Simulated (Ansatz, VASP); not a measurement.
# One calculation of PbSe, two programs

```
CELL_PARAMETERS angstrom
0.00000 3.08959 3.08959
3.08959 0.00000 3.08959
3.08959 3.08959 0.00000
ATOMIC_POSITIONS crystal
Pb 0.00000 0.00000 0.00000
Se 0.50000 0.50000 0.50000
```

Alike in both runs: functional r2SCAN; k mesh 10 × 10 × 10; occupations gaussian, width 0.02 eV; no spin polarisation.

Ansatz relaxed the structure, and its values are those at the end. VASP's run is a single point on that final structure, the one shown.

|  | VASP | Ansatz |
| --- | --- | --- |
| version | VASP 6.6.1 | Ansatz 0.2.0 |
| potentials or method | VASP PAW PBE potentials, release 64 (Pb_d, Se) | scalar-relativistic, plane waves, PAW |
| plane-wave cutoff (eV) | 520 | 500 |
| valence electrons in the cell | 20 | 30 |

```csv
,VASP,Ansatz,Ansatz less VASP
gap on the k mesh at the Fermi level (eV),0.67,0.67,-0.006
least direct gap on the mesh (eV),0.67,0.67,-0.006
pressure (GPa),0.0,0.0,-0.02
```

The two sets of potentials don't hold the same shells in valence.

Caveats: the PAW data sets were made with another functional, which shifts forces and pressure a little (VASP); spin-orbit coupling is left out, which as a rule narrows the gap of such compounds by several tenths of an eV. A k mesh can miss the band edges.
